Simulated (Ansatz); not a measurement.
# Lu in Ansatz: the effect of functional

Lu:

```xyz
2
Lattice="3.5031 0.0000 0.0000 -1.7515 3.0338 0.0000 0.0000 0.0000 5.5509" Properties=species:S:1:pos:R:3 pbc="T T T"
Lu    1.7516    1.0113    4.1632
Lu    0.0000    2.0225    1.3877
```

Alike in all runs:

* Program: Ansatz 0.2.0
* Task: projected density of states
* Potentials or basis: Ansatz PAW
* k mesh: 5 × 5 × 3
* Occupations: fermi-dirac, width 0.05 eV
* Spin: no spin polarisation

```tsv
functional	cutoff	pressure (GPa)
LDA	420 eV (not typed: the program's choice for these potentials)	-5.3
PBE	420 eV (not typed: the program's choice for these potentials)	-0.2
PBEsol	420 eV (not typed: the program's choice for these potentials)	-2.8
RPBE	420 eV (not typed: the program's choice for these potentials)	1.9
revPBE	420 eV (not typed: the program's choice for these potentials)	?
BLYP	420 eV (not typed: the program's choice for these potentials)	0.7
r2SCAN	500 eV (not typed: the program's choice for these potentials)	-0.1
HSE06	420 eV (not typed: the program's choice for these potentials)	2.4
PBE0	420 eV (not typed: the program's choice for these potentials)	2.3
r2SCAN0	500 eV (not typed: the program's choice for these potentials)	2.7
```

Problem. What does the run with functional revPBE give?

Solution. Pressure 1.3 GPa.

Caveats: all runs use coarse meshes; the density of states is complete only up to the lowest level of the last band computed; the PAW data sets come from PBE, with cores solved anew for the run's functional, which leaves a small shift of forces and pressure (some runs); the thresholds are loose for stress (some runs).
